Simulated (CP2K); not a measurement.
# Pd (P-1) in CP2K: convergence with rel cutoff ry

Aim: find how far rel cutoff ry must go before the results for Pd settle, at PBEsol. This setting moves, with any that are tied to it; all else stays.

Everything below comes from runs of CP2K 2026.2. Logs are shortened: lines on timing, memory, paths and dates and some standing lists are left out, and cuts for length are marked.

## 1. The cell of the first run

The typed cell holds 1 atom: a = 2.689 Å, b = 2.704 Å, c = 2.776 Å, α = 62.34°, β = 60.84°, γ = 61.33°.

The cell isn't the ideal one: cell strained at random at fixed volume.

## 2. With rel cutoff ry 20

The input, pd_converge.inp:

```
&GLOBAL
  PROJECT pd_converge
  RUN_TYPE ENERGY_FORCE
  PRINT_LEVEL LOW
&END GLOBAL
&FORCE_EVAL
  METHOD QS
  STRESS_TENSOR ANALYTICAL
  &DFT
    BASIS_SET_FILE_NAME BASIS_MOLOPT_UZH
    POTENTIAL_FILE_NAME POTENTIAL_UZH
    &MGRID
      CUTOFF 500
      REL_CUTOFF 20
      NGRIDS 5
    &END MGRID
    &QS
      METHOD GPW
      EPS_DEFAULT 1.0E-9
    &END QS
    &KPOINTS
      SCHEME MONKHORST-PACK 9 9 9
      GAMMA_CENTERED T
      SYMMETRY T
      SYMMETRY_BACKEND SPGLIB
    &END KPOINTS
    &SCF
      SCF_GUESS ATOMIC
      EPS_SCF 1.0E-6
      MAX_SCF 100
      ADDED_MOS 11
      CHOLESKY OFF
      EPS_EIGVAL 1.0E-7
      &DIAGONALIZATION ON
        ALGORITHM STANDARD
      &END DIAGONALIZATION
      &MIXING ON
        METHOD BROYDEN_MIXING
        ALPHA 0.4
        BETA 1.5
        NBUFFER 8
      &END MIXING
      &SMEAR ON
        METHOD FERMI_DIRAC
        ELECTRONIC_TEMPERATURE [K] 116.045
      &END SMEAR
    &END SCF
    &XC
      &XC_FUNCTIONAL
        &GGA_X_PBE_SOL
        &END GGA_X_PBE_SOL
        &GGA_C_PBE_SOL
        &END GGA_C_PBE_SOL
      &END XC_FUNCTIONAL
    &END XC
    &PRINT
      &KPOINTS ON
      &END KPOINTS
      &MULLIKEN ON
      &END MULLIKEN
      &MO ON
        ENERGIES T
        OCCUPATION_NUMBERS T
        &EACH
          QS_SCF 0
        &END EACH
        ADD_LAST NUMERIC
      &END MO
    &END PRINT
  &END DFT
  &SUBSYS
    &CELL
      A 2.6887885063 0.0000000000 0.0000000000
      B 1.2972534196 2.3727269429 0.0000000000
      C 1.3524152523 0.7293633052 2.3120063359
      PERIODIC XYZ
    &END CELL
    &COORD
      Pd  -0.0521050834 -0.0112257802 -0.0076203729
    &END COORD
    &KIND Pd
      BASIS_SET TZVP-MOLOPT-PBE-GTH-q18
      POTENTIAL GTH-PBE-q18
    &END KIND
    &PRINT
      &ATOMIC_COORDINATES ON
      &END ATOMIC_COORDINATES
      &CELL ON
      &END CELL
    &END PRINT
  &END SUBSYS
  &PRINT
    &FORCES ON
    &END FORCES
    &STRESS_TENSOR ON
    &END STRESS_TENSOR
  &END PRINT
&END FORCE_EVAL
```

Potentials or basis: POTENTIAL_UZH Pd GTH-PBE-q18; TZVP-MOLOPT-PBE-GTH basis.

Started as:

```bash
$ OMP_NUM_THREADS=1 cp2k.psmp -i pd_converge.inp -o pd_converge.out
```

Wall time 97 s (1 thread of Arm Neoverse V1, shared host); peak memory 0.3 GiB.

What came out:

```
Free energy            : -3442.7277 eV
Pressure               : -1.6 GPa
Band gap on the k mesh : none (metal or under the smearing width)
```

## 3. With rel cutoff ry 30

pd_converge.inp, as its differences from that of step 2:

```diff
@@ -13,3 +13,3 @@
       CUTOFF 500
-      REL_CUTOFF 20
+      REL_CUTOFF 30
       NGRIDS 5
```

Potentials or basis: POTENTIAL_UZH Pd GTH-PBE-q18; TZVP-MOLOPT-PBE-GTH basis.

Started as:

```bash
$ OMP_NUM_THREADS=1 cp2k.psmp -i pd_converge.inp -o pd_converge.out
```

Run time: 1.8 min. Hardware: 1 thread of Arm Neoverse V1, shared host; peak memory 0.3 GiB.

Results:

```
Free energy            : -3442.7467 eV
Pressure               : -0.7 GPa
Band gap on the k mesh : none (metal or under the smearing width)
```

## 4. With rel cutoff ry 40

pd_converge.inp, as its differences from that of step 3:

```diff
@@ -13,3 +13,3 @@
       CUTOFF 500
-      REL_CUTOFF 30
+      REL_CUTOFF 40
       NGRIDS 5
```

Started as:

```bash
$ OMP_NUM_THREADS=1 cp2k.psmp -i pd_converge.inp -o pd_converge.out
```

Run time: 1.9 min. Hardware: 1 thread of Arm Neoverse V1, shared host; peak memory 0.3 GiB.

What came out:

| Property | Result |
| --- | --- |
| Free energy | -3442.7477 eV |
| Pressure | -0.7 GPa |
| Band gap on the k mesh | none (metal or under the smearing width) |

## 5. With rel cutoff ry 50

pd_converge.inp, as its differences from that of step 4:

```diff
@@ -13,3 +13,3 @@
       CUTOFF 500
-      REL_CUTOFF 40
+      REL_CUTOFF 50
       NGRIDS 5
```

Started as:

```bash
$ OMP_NUM_THREADS=1 cp2k.psmp -i pd_converge.inp -o pd_converge.out
```

Wall time 2 min (1 thread of Arm Neoverse V1, shared host); peak memory 0.3 GiB.

What came out:

```yaml
Free_energy: -3442.7477 eV
Pressure: -0.7 GPa
Band_gap_on_the_k_mesh: none (metal or under the smearing width)
```

## 6. With rel cutoff ry 60

pd_converge.inp, as its differences from that of step 5:

```diff
@@ -13,3 +13,3 @@
       CUTOFF 500
-      REL_CUTOFF 50
+      REL_CUTOFF 60
       NGRIDS 5
```

Potentials or basis: POTENTIAL_UZH Pd GTH-PBE-q18; TZVP-MOLOPT-PBE-GTH basis.

Started as:

```bash
$ OMP_NUM_THREADS=1 cp2k.psmp -i pd_converge.inp -o pd_converge.out
```

Wall time 2 min (1 thread of Arm Neoverse V1, shared host); peak memory 0.3 GiB.

Results (log left out):

| Property | Result |
| --- | --- |
| Free energy | -3442.7477 eV |
| Pressure | -0.7 GPa |
| Band gap on the k mesh | none (metal or under the smearing width) |

## 7. With rel cutoff ry 80

pd_converge.inp, as its differences from that of step 6:

```diff
@@ -13,3 +13,3 @@
       CUTOFF 500
-      REL_CUTOFF 60
+      REL_CUTOFF 80
       NGRIDS 5
```

Started as:

```bash
$ OMP_NUM_THREADS=1 cp2k.psmp -i pd_converge.inp -o pd_converge.out
```

Wall time 2.1 min (1 thread of Arm Neoverse V1, shared host); peak memory 0.3 GiB.

It converged, with:

```
Free energy            : -3442.7477 eV
Pressure               : -0.7 GPa
Band gap on the k mesh : none (metal or under the smearing width)
```

## 8. With rel cutoff ry 100

pd_converge.inp, as its differences from that of step 7:

```diff
@@ -13,3 +13,3 @@
       CUTOFF 500
-      REL_CUTOFF 80
+      REL_CUTOFF 100
       NGRIDS 5
```

Potentials or basis: POTENTIAL_UZH Pd GTH-PBE-q18; TZVP-MOLOPT-PBE-GTH basis.

Started as:

```bash
$ OMP_NUM_THREADS=1 cp2k.psmp -i pd_converge.inp -o pd_converge.out
```

pd_converge.out:

```text

 CP2K| version string:                                       CP2K version 2026.2
 CP2K| Input file name                                           pd_converge.inp

 GLOBAL| Force Environment number                                              1
 GLOBAL| Basis set file name                                    BASIS_MOLOPT_UZH
 GLOBAL| Potential file name                                       POTENTIAL_UZH
 GLOBAL| MM Potential file name                                     MM_POTENTIAL
 GLOBAL| Coordinate file name                                      __STD_INPUT__
 GLOBAL| Method name                                                        CP2K
 GLOBAL| Project name                                                pd_converge
 GLOBAL| Run type                                                   ENERGY_FORCE
 GLOBAL| FFT library                                                       FFTW3
[... 8 lines left out ...]
 GLOBAL| CPU model name                                                  UNKNOWN

 CELL| Volume [angstrom^3]:                                            14.750048
 CELL| Vector a [angstrom]:       2.689     0.000     0.000   |a| =     2.688789
 CELL| Vector b [angstrom]:       1.297     2.373     0.000   |b| =     2.704200
 CELL| Vector c [angstrom]:       1.352     0.729     2.312   |c| =     2.776035
 CELL| Angle (b,c), alpha [degree]:                                    62.339156
 CELL| Angle (a,c), beta  [degree]:                                    60.844921
 CELL| Angle (a,b), gamma [degree]:                                    61.333018
 CELL| Numerically orthorhombic:                                              NO
 CELL| Periodicity                                                           XYZ

 CELL_REF| Volume [angstrom^3]:                                        14.750048
 CELL_REF| Vector a [angstrom     2.689     0.000     0.000   |a| =     2.688789
 CELL_REF| Vector b [angstrom     1.297     2.373     0.000   |b| =     2.704200
 CELL_REF| Vector c [angstrom     1.352     0.729     2.312   |c| =     2.776035
 CELL_REF| Angle (b,c), alpha [degree]:                                62.339156
 CELL_REF| Angle (a,c), beta  [degree]:                                60.844921
 CELL_REF| Angle (a,b), gamma [degree]:                                61.333018
 CELL_REF| Numerically orthorhombic:                                          NO
 CELL_REF| Periodicity                                                       XYZ
[... 9 lines left out ...]
 TOTAL NUMBERS AND MAXIMUM NUMBERS

  Total number of            - Atomic kinds:                                   1
                             - Atoms:                                          1
                             - Shell sets:                                     1
                             - Shells:                                        11
                             - Primitive Cartesian functions:                  7
                             - Cartesian basis functions:                     41
                             - Spherical basis functions:                     35

  Maximum angular momentum of- Orbital basis functions:                        3
                             - Local part of the GTH pseudopotential:          2
                             - Non-local part of the GTH pseudopotential:      4

 MODULE QUICKSTEP: ATOMIC COORDINATES IN ANGSTROM

[... 90 lines left out ...]
 Number of independent orbital functions:                                     35

 SCF WAVEFUNCTION OPTIMIZATION

  Step     Update method      Time    Convergence         Total energy    Change
  ------------------------------------------------------------------------------
     1 NoMix/Diag. 0.40E+00    8.6     0.43347186      -126.6869022204 -1.27E+02
     2 Broy./Diag. 0.40E+00    9.4     0.13905743      -129.0549798650 -2.37E+00
     3 Broy./Diag. 0.40E+00    9.4     0.10329168      -127.4257526220  1.63E+00
     4 Broy./Diag. 0.40E+00    9.5     0.03748146      -126.5004695579  9.25E-01
     5 Broy./Diag. 0.40E+00    9.2     0.00546256      -126.5965090862 -9.60E-02
     6 Broy./Diag. 0.40E+00    9.4     0.00292107      -126.5159508698  8.06E-02
     7 Broy./Diag. 0.40E+00    9.5     0.00145893      -126.5393213990 -2.34E-02
     8 Broy./Diag. 0.40E+00    9.1     0.00034204      -126.5199201649  1.94E-02
     9 Broy./Diag. 0.40E+00    9.1     0.00014125      -126.5190626499  8.58E-04
    10 Broy./Diag. 0.40E+00    9.3     0.00012153      -126.5176213511  1.44E-03
    11 Broy./Diag. 0.40E+00    9.4     0.00000173      -126.5186231038 -1.00E-03
    12 Broy./Diag. 0.40E+00    9.4     0.00000292      -126.5186269671 -3.86E-06
    13 Broy./Diag. 0.40E+00    9.4     0.00000108      -126.5186471734 -2.02E-05
    14 Broy./Diag. 0.40E+00    9.3     0.00000014      -126.5186558411 -8.67E-06

  *** SCF run converged in    14 steps ***

  Electronic density on regular grids:        -17.9999999953        0.0000000047
  Core density on regular grids:               17.9999999942       -0.0000000058
  Total charge density on r-space grids:       -0.0000000012
  Total charge density g-space grids:          -0.0000000012

  Overlap energy of the core charge distribution:               0.00000000000000
  Self energy of the core charge distribution:               -221.15777161144405
  Core Hamiltonian energy:                                     52.89045383985832
  Hartree energy:                                              54.19894073581887
  Exchange-correlation energy:                                -12.45025600267173
  Electronic entropic energy:                                  -0.00002280257817
  Fermi energy:                                                 0.54384219053254

  Total energy:                                              -126.51865584106498
  Total energy (extrapolated to T->0):                       -126.51864443977590

 MO| EIGENVALUES AND OCCUPATION NUMBERS FOR K POINT 1
 MO|
 MO|  Index      Eigenvalue [a.u.]        Eigenvalue [eV]             Occupation
 MO|      1              -2.540472             -69.129768               2.000000
 MO|      2              -1.297620             -35.310033               2.000000
 MO|      3              -1.283207             -34.917839               2.000000
 MO|      4              -1.279935             -34.828806               2.000000
 MO|      5               0.346250               9.421936               2.000000
 MO|      6               0.427492              11.632661               2.000000
[... 353 lines left out ...]
 MO|     19               2.094346              56.990043               0.000000
 MO|     20               2.125349              57.833681               0.000000
 MO| Sum:                                                              16.000004
 MO| E(Fermi):            0.543842 a.u.         14.798699 eV

 [... the levels of further k-points ...]

 !-----------------------------------------------------------------------------!
                     Mulliken Population Analysis

 #  Atom  Element  Kind  Atomic population                           Net charge
       1     Pd       1         18.000000                             -0.000000
 # Total charge                             18.000000                 -0.000000

 !-----------------------------------------------------------------------------!

 ENERGY| Total FORCE_EVAL ( QS ) energy [hartree]           -126.518654959714169

 FORCES| Atomic forces [hartree/bohr]
 FORCES|   Atom     x               y               z               |f|
 FORCES|      1 -1.07870589E-05  8.51102005E-06  6.06189463E-06   1.50181447E-05
 FORCES| Sum    -1.07870589E-05  8.51102005E-06  6.06189463E-06
 FORCES| Total atomic force                                       1.50181447E-05

 STRESS| Analytical stress tensor [bar]
 STRESS|                        x                   y                   z
 STRESS|      x        3.09631674188E+04   1.71979419185E+04  -2.73934637297E+03
 STRESS|      y        1.71979419185E+04  -5.44333797965E+03   1.03472494527E+04
 STRESS|      z       -2.73934637297E+03   1.03472494527E+04  -4.51429952292E+04
 STRESS| 1/3 Trace                                            -6.54105526334E+03
 STRESS| Determinant                                           1.67112597265E+13

 STRESS| Eigenvectors and eigenvalues of the analytical stress tensor [bar]
 STRESS|                        1                   2                   3
 STRESS| Eigenvalues  -4.82977569882E+04  -9.14808128712E+03   3.78226724853E+04
 STRESS|      x           0.091341260723     -0.361580647437      0.927855705101
 STRESS|      y          -0.268212656101      0.888385560458      0.372603095905
 STRESS|      z           0.959019679254      0.282896679673      0.015834248743
```

Wall time 2.5 min (1 thread of Arm Neoverse V1, shared host); peak memory 0.3 GiB.

Results:

```yaml
Free_energy: -3442.7477 eV
Pressure: -0.7 GPa
Band_gap_on_the_k_mesh: none (metal or under the smearing width)
```

## 9. Summary

| rel cutoff ry | energy less the tightest run, at zero smearing (meV/atom) | pressure (GPa) | SCF cycles | CPU time (s) | peak memory (GiB) |
| --- | --- | --- | --- | --- | --- |
| 20 | 20.04 | -1.58 | 13 | 97 | 0.3 |
| 30 | 0.95 | -0.73 | 14 | 110 | 0.3 |
| 40 | 0.00 | -0.65 | 14 | 110 | 0.3 |
| 50 | 0.00 | -0.65 | 14 | 120 | 0.3 |
| 60 | 0.00 | -0.65 | 14 | 120 | 0.3 |
| 80 | 0.00 | -0.65 | 14 | 130 | 0.3 |
| 100 | 0.00 | -0.65 | 14 | 150 | 0.3 |

Against the tightest run, the energy stays within 1 meV/atom from 30 on; the pressure stays within 0.1 GPa from 30 on. The tightest run that finished is the yardstick and may itself not be fully converged.

Caveats: the potentials were made for another functional, which shifts forces and pressure; the basis of atomic orbitals isn't converged, which shifts pressures, moduli and gaps.
